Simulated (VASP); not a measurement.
Crystal: Be.

```
Be
1.0
     3.73533    0.00000    0.00000
    -1.86766    3.23489    0.00000
     0.00000    0.00000    2.28992
Be
3
Direct
  0.00000 0.00000 0.00000
  0.33333 0.66667 0.50000
  0.66667 0.33333 0.50000
```

The cell was built by a generator and needn't be a form met in nature.

* Program: VASP 6.6.1
* Task: relaxation of cell and atoms
* Functional: PBE
* Potentials or basis: VASP PAW PBE potentials, release 64 (Be)
* Cutoff: 600 eV
* k mesh: 6 × 6 × 8
* Occupations: gaussian, width 0.1 eV
* Spin: no spin polarisation

At the start: pressure -12.3 GPa; volume 9.22 Å³/atom.

Question: Where does the relaxation end?

Answer: Over 6 steps the energy falls by 50.0 meV/atom and the volume is 8.03 Å³/atom (-13.0 %); space group P6/mmm (No. 191, to 0.05 Å).

Step by step:
```tsv
step	energy change (eV)	largest force (eV/Å)	pressure (GPa)	volume (Å³)
1	0.0000	0.0000	-12.31	27.67
2	-0.1391	0.0000	-2.94	24.93
3	-0.1434	0.0000	-0.71	24.43
4	-0.1434	0.0000	-0.41	24.37
5	-0.1496	0.0000	0.01	24.15
6	-0.1500	0.0000	0.17	24.09
```

Final structure:
```
Be
1.0
     3.56744    0.00000    0.00000
    -1.78372    3.08949    0.00000
     0.00000    0.00000    2.18541
Be
3
Direct
  0.00000 0.00000 0.00000
  0.33333 0.66667 0.50000
  0.66667 0.33333 0.50000
```
